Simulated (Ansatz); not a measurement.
The calculation used Ansatz 0.2.0, DFT PBE, scalar-relativistic, plane waves, PAW. All cells share a 420 eV cutoff and Γ-centred k meshes spaced at most about 0.3 Å⁻¹ (about 0.25 or finer for metals, 2π included). No spin polarisation in the final relaxations.

Temperature and zero-point effects are left out. All come from trial cells, and lower structures may exist.

Task: Order these relaxed structures of Sn by energy, lowest first, with the energy over the lowest of them.
A.

```cif
data_structure
_symmetry_space_group_name_H-M 'P6/mmm'
_symmetry_Int_Tables_number 191
_cell_length_a 3.2679
_cell_length_b 3.2679
_cell_length_c 3.0726
_cell_angle_alpha 90.000
_cell_angle_beta 90.000
_cell_angle_gamma 120.000
_cell_volume 28.42
loop_
_atom_site_label
_atom_site_type_symbol
_atom_site_symmetry_multiplicity
_atom_site_Wyckoff_symbol
_atom_site_fract_x
_atom_site_fract_y
_atom_site_fract_z
_atom_site_occupancy
Sn1 Sn 1 b 0.00000 0.00000 0.50000 1
```

B.

```cif
data_structure
_symmetry_space_group_name_H-M 'I4/mmm'
_symmetry_Int_Tables_number 139
_cell_length_a 4.0067
_cell_length_b 4.0067
_cell_length_c 3.4594
_cell_angle_alpha 90.000
_cell_angle_beta 90.000
_cell_angle_gamma 90.000
_cell_volume 55.54
loop_
_atom_site_label
_atom_site_type_symbol
_atom_site_symmetry_multiplicity
_atom_site_Wyckoff_symbol
_atom_site_fract_x
_atom_site_fract_y
_atom_site_fract_z
_atom_site_occupancy
Sn1 Sn 2 b 0.00000 0.00000 0.50000 1
```

Result: A (0 meV/atom), B (21 meV/atom). Forms: A simple hexagonal type, P6/mmm; B I4/mmm. Counting all near atoms (those within 1.25 times the shortest distance at each site; a plus sign parts nearer from farther groups): A has Sn 8; B has Sn 10+4.

Cells relaxed within their symmetry can be saddle points. The part of the Crystallography Open Database at hand lists Sn in space groups No. 15, 139, 141, 225, 227; sharing a group (I4/mmm) doesn't make a cell the listed structure. Some candidate types were left out of the draw beforehand, so a known form may be missing.
